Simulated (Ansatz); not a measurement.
V2O5: O-17 NMR of the central transition

Cell: a structure deposited in the COD, taken as it stands.

```cif
data_V2O5
_symmetry_space_group_name_H-M 'Pmmn:1'
_symmetry_Int_Tables_number 59
_cell_length_a 3.5710
_cell_length_b 11.5440
_cell_length_c 4.3830
_cell_angle_alpha 90.000
_cell_angle_beta 90.000
_cell_angle_gamma 90.000
loop_
_atom_site_label
_atom_site_type_symbol
_atom_site_symmetry_multiplicity
_atom_site_Wyckoff_symbol
_atom_site_fract_x
_atom_site_fract_y
_atom_site_fract_z
V V 4 e 0.0000 0.3512 0.8914
O5 O 4 e 0.0000 0.1809 0.0028
O9 O 4 e 0.0000 0.3545 0.5303
O13 O 2 b 0.0000 0.5000 0.9992
```

One atom of each set is listed.

Level of theory: DFT, PBE, plane waves and PAW, scalar-relativistic, 420 eV cutoff, Γ-centred 6×2×5 k-points, Fermi–Dirac smearing 0.02 eV (Ansatz 0.2.0).

O-17 has I = 5/2 and Q = -25.58 mb (Pyykkö 2018); at 16.4 T its Larmor frequency is ν₀ = 94.7 MHz. Only the quadrupole interaction is simulated: positions count from each site's isotropic chemical shift, and J coupling is left out, as are shift anisotropy and dipolar coupling, which fast spinning averages.

(1) What does the O-17 spectrum (fast magic-angle spinning) show for each site?

Answers

(1) 

| site | first shell | C_Q (MHz) | η | P_Q (MHz) | δ_QIS (ppm) | breadth (kHz) |
| --- | --- | --- | --- | --- | --- | --- |
| O5 | 3 V at 1.88–2.03 Å | 3.18 | 0.69 | 3.43 | -7.87 | 1.71 |
| O9 | 1 V at 1.58 Å | 0.736 | 0.71 | 0.796 | -0.424 | 0.0921 |
| O13 | 2 V at 1.78 Å, angle 149° | 3.76 | 0.01 | 3.76 | -9.47 | 1.93 |

δ_QIS = −(ν_Q²/30ν₀²)[I(I+1) − 3/4](1 + η²/3) × 10⁶ ppm with ν_Q = 3|C_Q|/[2I(2I−1)]; it falls as 1/B₀² in ppm, and the breadth as 1/B₀ in kHz.

At O13 V_zz points along the bisector of its two bonds (within 1°).

Hardware: 1 thread of Arm Neoverse V1 (aarch64; 8 cores open to the job, memory cap 2.5 GiB, no GPU), a shared host with a load of 0.3 a core. Wall time 32 s, CPU time 32 s, peak memory 0.56 GiB.
